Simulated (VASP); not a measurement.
**VASP 6.6.1 run: BeS**

INCAR

```
LWAVE = .FALSE.
LCHARG = .FALSE.
NSW = 0
IMIX = 1
AMIX = 0.1
ENCUT = 520
METAGGA = TPSS
ISMEAR = -1
LASPH = .TRUE.
ISIF = 2
IBRION = -1
EDIFF = 1E-7
LREAL = .FALSE.
NELM = 73
PREC = Accurate
NBANDS = 11
SIGMA = 0.02
```

KPOINTS

```
KPOINTS created by Atomic Simulation Environment
0
Gamma
10 10 10
0 0 0
```

POSCAR

```
Be S
 1.0000000000000000
    -0.0000000000000000    2.4343066358540955    2.4343066358540955
     2.4343066358540955    0.0000000000000000    2.4343066358540955
     2.4343066358540955    2.4343066358540955    0.0000000000000000
 Be  S
   1   1
Cartesian
  0.0000000000000000  0.0000000000000000  0.0000000000000000
  1.2171533179270477  1.2171533179270477  1.2171533179270477
```

The recommended PBE PAW datasets give the neutral cell 8 valence electrons.

Command

```
mpirun -np 1 vasp_std
```

OSZICAR

```
N       E                     dE             d eps       ncg     rms          rms(c)
DAV:   1     0.131538560627E+02    0.13154E+02   -0.39325E+03  1034   0.641E+02
DAV:   2    -0.152801052927E+02   -0.28434E+02   -0.26959E+02  1389   0.117E+02
DAV:   3    -0.164010827120E+02   -0.11210E+01   -0.11180E+01  1390   0.232E+01
DAV:   4    -0.164077436165E+02   -0.66609E-02   -0.66598E-02  1215   0.208E+00
DAV:   5    -0.164077963212E+02   -0.52705E-04   -0.52704E-04  1393   0.193E-01    0.712E+00
DAV:   6    -0.163316979437E+02    0.76098E-01   -0.35992E+00  1054   0.146E+01    0.536E+00
DAV:   7    -0.163120100005E+02    0.19688E-01   -0.71255E-02  1314   0.213E+00    0.391E+00
DAV:   8    -0.162959026012E+02    0.16107E-01   -0.10201E-02  1184   0.588E-01    0.360E+00
DAV:   9    -0.162837521453E+02    0.12150E-01   -0.62427E-03  1210   0.428E-01    0.337E+00
DAV:  10    -0.162749985962E+02    0.87535E-02   -0.41783E-03  1212   0.340E-01    0.314E+00
...
DAV:  65    -0.162619423458E+02   -0.11056E-05   -0.10024E-07  1160   0.237E-03    0.168E-02
DAV:  66    -0.162619432992E+02   -0.95336E-06   -0.87037E-08  1142   0.221E-03    0.152E-02
DAV:  67    -0.162619441211E+02   -0.82192E-06   -0.75573E-08  1145   0.205E-03    0.138E-02
DAV:  68    -0.162619448295E+02   -0.70836E-06   -0.65618E-08  1115   0.191E-03    0.125E-02
DAV:  69    -0.162619454398E+02   -0.61039E-06   -0.56976E-08  1106   0.178E-03    0.113E-02
DAV:  70    -0.162619459657E+02   -0.52583E-06   -0.49478E-08  1103   0.166E-03    0.103E-02
DAV:  71    -0.162619464186E+02   -0.45288E-06   -0.42967E-08  1052   0.154E-03    0.931E-03
DAV:  72    -0.162619468085E+02   -0.38996E-06   -0.37282E-08  1056   0.143E-03    0.844E-03
DAV:  73    -0.162619471441E+02   -0.33563E-06   -0.32494E-08  1028   0.134E-03
   1 F= -.16261947E+02 E0= -.16261947E+02  d E =-.403107E-11
```

Standard output (part)

```
POSCAR found type information on POSCAR BeS
 POSCAR found :  2 types and       2 ions
 LDA part: xc-table for (None), standard interpolation
 POSCAR, INCAR and KPOINTS ok, starting setup
 WAVECAR not read
 entering main loop
|     The electronic self-consistency was not achieved in the given           |
|     number of steps (NELM). The forces and other quantities evaluated       |
|     might not be reliable so examine the results carefully. If you find     |
|     spurious results, we suggest increasing NELM, if you were close to      |
|     convergence or switching to a different ALGO or adjusting the           |
|     density mixing parameters otherwise.                                    |
```

It didn't converge.

The run took about 4.4 min on one core of a shared host (Intel Xeon Platinum 8488C) and held 0.16 GiB at most.
